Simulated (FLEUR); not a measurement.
HfN: single point with RPBE

The system is HfN.

```
CELL_PARAMETERS angstrom
0.00000 2.28569 2.28569
2.28569 0.00000 2.28569
2.28569 2.28569 0.00000
ATOMIC_POSITIONS crystal
Hf 0.00000 0.00000 0.00000
N 0.50000 0.50000 0.50000
```

The cell isn't the ideal one: volume scaled by 1.04.

```json
{
  "Program": "FLEUR MaX-R8.1 (later development tree)",
  "Task": "single point",
  "Functional": "RPBE",
  "Potentials or basis": "all-electron",
  "Basis": "FLAPW",
  "Kmax": "4.58 1/bohr",
  "k mesh": "10 × 10 × 10",
  "Occupations": "fermi-dirac, width 0.05 eV",
  "Spin": "collinear spin, random start",
  "Starting moments": "[-0.26, 0.0] μB",
  "inpgen profile": "fastHighL",
  "Gmax": "14.2 1/bohr",
  "Muffin-tin radii": "Hf 2.47, N 1.53 bohr",
  "lmax": "Hf 10, N 8",
  "Local orbitals a species": "Hf 4, N 3",
  "Max iterations": "60",
  "Mixing factor": "0.05",
  "Mixer": "Anderson",
  "Mixer history": "15",
  "Density convergence": "1e-05 me/bohr^3"
}
```

* Band gap on the k mesh: none (metal or under the smearing width)
* Net moment: 0.00 μB per cell
* Valence electrons inside the program's atomic spheres: Hf 23.72; N 3.75 (radii Hf 2.47, N 1.53 bohr)

Levels at points of the mesh, in eV from the Fermi level:
Spin up:
| k point | band 14 | band 15 | band 16 | band 17 | band 18 | band 19 |
| --- | --- | --- | --- | --- | --- | --- |
| (0.00, 0.00, 0.00) | -3.07 | -3.07 | -0.35 | -0.35 | -0.35 | 1.27 |
| (0.00, 0.00, 0.50) | -6.16 | -6.16 | 3.06 | 3.52 | 3.52 | 4.09 |
| (0.00, 0.50, 0.50) | -3.79 | -3.79 | -3.72 | 3.90 | 5.09 | 5.27 |
Spin down:
| k point | band 12 | band 13 | band 14 | band 15 | band 16 | band 17 | band 18 | band 19 | band 20 | band 21 |
| --- | --- | --- | --- | --- | --- | --- | --- | --- | --- | --- |
| (0.00, 0.00, 0.00) | -12.74 | -3.07 | -3.07 | -3.07 | -0.35 | -0.35 | -0.35 | 1.27 | 1.86 | 1.86 |
| (0.00, 0.00, 0.50) | -12.62 | -8.82 | -6.16 | -6.16 | 3.06 | 3.52 | 3.52 | 4.09 | 8.40 | 8.40 |
| (0.00, 0.50, 0.50) | -12.76 | -5.61 | -3.79 | -3.79 | -3.72 | 3.90 | 5.09 | 5.27 | 5.27 | 7.58 |

Core levels (eV from the Fermi level):
```tsv
atom	levels
1 Hf	1s1/2 -65198.9, 2s1/2 -11139.6, 2p1/2 -10635.8, 2p3/2 -9444.2, 3s1/2 -2535.1, 3p1/2 -2312.4, 3p3/2 -2056.9, 4s1/2 -508.0, 3d3/2 -1681.4, 3d5/2 -1625.7, 4p1/2 -416.8, 4p3/2 -358.4, 4d3/2 -208.8, 4d5/2 -198.1
2 N	1s1/2 -377.9
```

Run time: 71 s on 1 thread of Arm Neoverse V1, on a shared host, peak memory 0.08 GiB.

Spin-orbit coupling is left out, which matters for the levels of Hf.
